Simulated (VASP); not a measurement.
Au:

```xyz
1
Lattice="-1.6198 1.6198 1.6198 1.6198 -1.6198 1.6198 1.6198 1.6198 -1.6198" Properties=species:S:1:pos:R:3 pbc="T T T"
Au    0.0000    0.0000    0.0000
```

This isn't the form of Au at room conditions, which is fcc.

- Program: VASP 6.6.1
- Task: relaxation of cell and atoms
- Functional: RPBE
- Potentials or basis: VASP PAW PBE potentials, release 64 (Au)
- Cutoff: 600 eV
- k mesh: 18 × 18 × 18
- Occupations: gaussian, width 0.1 eV
- Spin: no spin polarisation

At the start: pressure 13.2 GPa; volume 17.00 Å³/atom.

How do energy, volume and symmetry change on relaxing?

Over 19 steps the energy falls by 56.0 meV/atom and the volume is 18.51 Å³/atom (+8.9 %); space group Im-3m (No. 229, to 0.05 Å).

Step by step:
```csv
step,energy change (eV),largest force (eV/Å),pressure (GPa),volume (Å³)
1,0.0000,0.0000,13.22,17.00
2,0.0153,0.0000,-9.09,20.69
3,-0.0559,0.0000,-0.26,18.55
4,-0.0560,0.0000,-0.06,18.52
5,-0.0560,0.0000,0.14,18.48
6,-0.0560,0.0000,0.16,18.48
7,-0.0560,0.0000,0.14,18.49
8,-0.0560,0.0000,0.14,18.49
9,-0.0560,0.0000,0.14,18.49
10,-0.0560,0.0000,0.14,18.49
11,-0.0560,0.0000,0.14,18.49
12,-0.0560,0.0000,0.14,18.49
13,-0.0560,0.0000,0.14,18.49
14,-0.0560,0.0000,0.12,18.49
15,-0.0560,0.0000,0.11,18.49
16,-0.0560,0.0000,0.09,18.49
17,-0.0560,0.0000,0.04,18.50
18,-0.0560,0.0000,-0.05,18.52
19,-0.0560,0.0000,0.00,18.51
```

Final structure:
```
Au
1.0
    -1.66634    1.66634    1.66634
     1.66634   -1.66634    1.66634
     1.66634    1.66634   -1.66634
Au
1
Direct
  0.00000 0.00000 0.00000
```

Caveat: the PAW data sets were made with another functional, which shifts forces and pressure a little.
